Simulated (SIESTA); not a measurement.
Slab: Hg, a slab with vacuum.

```
Hg
1.0
     3.46181    0.00000    0.00000
    -1.73090    2.99802    0.00000
     0.00000    0.00000   25.97510
Hg
5
Direct
  0.33333 0.66667 0.28874
  0.66667 0.33333 0.39437
  0.33333 0.66667 0.50000
  0.66667 0.33333 0.60563
  0.33333 0.66667 0.71126
```

Base run:

- Program: SIESTA 5.4.2
- Functional: vdW-DF-C09
- Potentials or basis: PseudoDojo 0.4 standard (PBE files)
- Basis: DZP (energy shift 0.003 Ry; two zetas on semicore shells)
- Grid cutoff: 800 Ry
- Energy shift: 0.003 Ry
- k mesh: 9 × 9 × 1
- Occupations: fermi-dirac, width 0.05 eV
- Spin: no spin polarisation

Its results: band gap on the k mesh 0.50 eV, indirect (least direct gap 1.10 eV); largest force 0.288 eV/Å.

**Question.** The run is repeated on the same cell with these changes: functional from vdW-DF-C09 to vdW-DF2. What comes out?

**Answer.** Band gap on the k mesh 0.64 eV, indirect (least direct gap 1.25 eV); largest force 0.306 eV/Å.

Caveats: the valence orbitals were made in a potential fitted to the semicore shell under them, which widens gaps by tenths of an eV or more; the potentials were made for another functional, which shifts forces and pressure; spin-orbit coupling is left out, which moves the levels of the heavy elements; the basis of atomic orbitals isn't converged, which shifts pressures, moduli and gaps.

A k mesh can miss the band edges.
